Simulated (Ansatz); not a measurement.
Computed with Ansatz 0.2.0, DFT PBE, scalar-relativistic, plane waves, PAW. Settings: cutoff 420 eV, Γ-centred meshes spaced at most about 0.3 Å⁻¹, and about 0.25 Å⁻¹ or finer for metals (2π included), Gaussian smearing. No spin polarisation.

Temperature and zero-point effects are left out.

Two relaxed structures of InGa3P4:

A.

Space group P-4m2 (No. 115). a = 3.965 Å, b = 3.965 Å, c = 11.288 Å, α = 90.00°, β = 90.00°, γ = 90.00°
```
atom  site  symmetry       x       y       z
  In    1b      -4m2  0.5000  0.5000  0.0000
  Ga    2e      2mm.  0.0000  0.0000  0.7402
  Ga    1c      -4m2  0.5000  0.5000  0.5000
   P    2g      2mm.  0.5000  0.0000  0.8591
   P    2g      2mm.  0.5000  0.0000  0.3799
```

B.

Space group P4/mmm (No. 123). a = 3.730 Å, b = 3.730 Å, c = 10.524 Å, α = 90.00°, β = 90.00°, γ = 90.00°
```csv
atom,site,symmetry,x,y,z
In,1d,4/mmm,0.5000,0.5000,0.5000
Ga,2g,4mm,0.0000,0.0000,0.7554
Ga,1c,4/mmm,0.5000,0.5000,0.0000
P,1b,4/mmm,0.0000,0.0000,0.5000
P,2h,4mm,0.5000,0.5000,0.2371
P,1a,4/mmm,0.0000,0.0000,0.0000
```

Task: Which would you expect to be lower, and how large is the difference?

Result: A is lower, by 0.38 eV/atom. A has In and Ga ordered on zinc blende sites, space group P-4m2 (No. 115), 22.2 Å³/atom and a gap of 1.11 eV on its mesh; B has In and Ga ordered on rock salt sites, space group P4/mmm (No. 123), 18.3 Å³/atom and no gap. Counting P atoms around Ga and In (those within 1.25 times the shortest such distance or 1.15 times the sum of covalent radii, 1.27 where that leaves under three), A has In 4, Ga 4 and B has In 6, Ga 6. The lower one is the more open, so pressure narrows the difference. In A, In is surrounded by 4 P at 2.54 Å; Ga on a site of symmetry 2mm has 4 P at 2.39–2.40 Å; P on its first site is surrounded by 2 Ga at 2.39 Å and 2 In at 2.54 Å; 2 more sites not described. In B, In is surrounded by 6 P at 2.64–2.77 Å; Ga on a site of symmetry 4mm has 6 P at 2.57–2.69 Å; around P on a site of symmetry 4/mmm lie 4 In at 2.64 Å and 2 Ga at 2.69 Å; 3 more sites not described. Both come from invented guesses. Shaken at random and relaxed again, A came back. The lowest form computed isn't among them: it has In and Ga ordered on zinc blende sites, space group I-42m (No. 121), 22.2 Å³/atom and lies 5 meV/atom below the best shown. Checks on A: phonons real on a 2×2×1 q mesh, imaginary between its points (to 18i cm⁻¹, which can come from the interpolation).

Kohn–Sham gaps at this level usually fall short of measured ones. Cells without such a test can be saddle points. Some candidate types were left out of the draw beforehand, so a known form may be missing.
